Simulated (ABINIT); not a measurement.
Runs of ABINIT 10.8.3 (patched build) on HfC. The structure is cubic, space group Fm-3m (No. 225). Conventional cell: a = 4.650 Å, b = 4.650 Å, c = 4.650 Å, α = 90.00°, β = 90.00°, γ = 90.00°. Hf (site symmetry m-3m) is surrounded by 6 C at 2.33 Å. C (site symmetry m-3m) is surrounded by 6 Hf at 2.33 Å. 

| task | level | potentials or basis | cell | k mesh | cutoff (eV) | fine-grid cutoff | mesh quality | gap on the mesh (eV) | pressure (GPa) | V0 of scaled cells (Å³/atom) | B0 (GPa) |
| --- | --- | --- | --- | --- | --- | --- | --- | --- | --- | --- | --- |
| single point | PBEsol | PseudoDojo NC SR PBEsol v0.4.1 standard | atoms moved at random, drawn with an rms of 0.05 Å | 10 × 10 × 10 | 1116 | - | not flagged | none | -6.0 | - | - |
| equation of state | r2SCAN | Ansatz PAW PBE default generated set, frozen core | as given | 6 × 6 × 6 | 490 | 979.61 eV | coarse | - | - | 12.49 | 244 |
| equation of state | PBEsol | PseudoDojo NC SR PBEsol v0.4.1 standard | as given | 10 × 10 × 10 | 1116 | - | not flagged | - | - | (a) | 251 |
| single point | PBEsol | PseudoDojo NC SR PBEsol v0.4.1 standard | as given | 10 × 10 × 10 | 1116 | - | not flagged | none | (b) | - | - |
| single point | PBE | PseudoDojo NC SR PBE v0.4.1 standard | as given | 8 × 8 × 8 | 844 | - | not flagged | none | - | - | - |

Alike in all rows: no spin polarisation; smearing fermi-dirac 0.05 eV.

**Question.** Fill in the values left out.

**Answer.** (a) 12.25; (b) -6.2.

Caveats: some runs use coarse meshes; pressures at fixed basis lie under the slope of the energies (some runs); the PAW data sets were made with another functional, which shifts forces and pressure a little (some runs); the atomic spheres overlap (some runs).

A k mesh can miss the band edges, and the runs leave out spin-orbit coupling on Hf.

A gap of «none» marks a metal or a gap under the smearing width.
